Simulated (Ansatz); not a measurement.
TaN (P6_3mc)

These are results of Ansatz, DFT r2SCAN, scalar-relativistic, plane waves, PAW, not measurements.

Plane waves to 500 eV, a k mesh through Γ of 18×18×8 on the computed 4-atom cell and Gaussian smearing (0.10 eV); no spin polarisation.

The structure is relaxed at this level of theory with its symmetry kept. This wurtzite form isn't the usual stable structure of the compound.

```cif
data_structure
_symmetry_space_group_name_H-M 'P6_3mc'
_symmetry_Int_Tables_number 186
_cell_length_a 3.1345
_cell_length_b 3.1345
_cell_length_c 6.0869
_cell_angle_alpha 90.000
_cell_angle_beta 90.000
_cell_angle_gamma 120.000
_cell_volume 51.79
loop_
_atom_site_label
_atom_site_type_symbol
_atom_site_symmetry_multiplicity
_atom_site_Wyckoff_symbol
_atom_site_fract_x
_atom_site_fract_y
_atom_site_fract_z
_atom_site_occupancy
Ta1 Ta 2 b 0.33333 0.66667 0.03128 1
N1 N 2 b 0.33333 0.66667 0.35372 1
```

```
Space group                                                       : P6_3mc (No. 186)
Volume per atom                                                   : 12.95 Å³
Formation energy from the elements' standard states (uncorrected) : -0.906 eV/atom
Generalised Kohn–Sham band gap                                    : none (metal)
Density of states at the Fermi level                              : 0.84 states/eV per cell
Löwdin character within 0.5 eV of the Fermi level                 : Ta 5d 69 %, N 2p 15 %, Ta 6s 8 %
Bulk modulus                                                      : 253 GPa
Its pressure derivative                                           : 3.8
Bader charges (e)                                                 : Ta (2 in the cell) 1.71, N (2 in the cell) -1.71
```

Spin-orbit coupling is left out, which matters for the bands of heavy elements.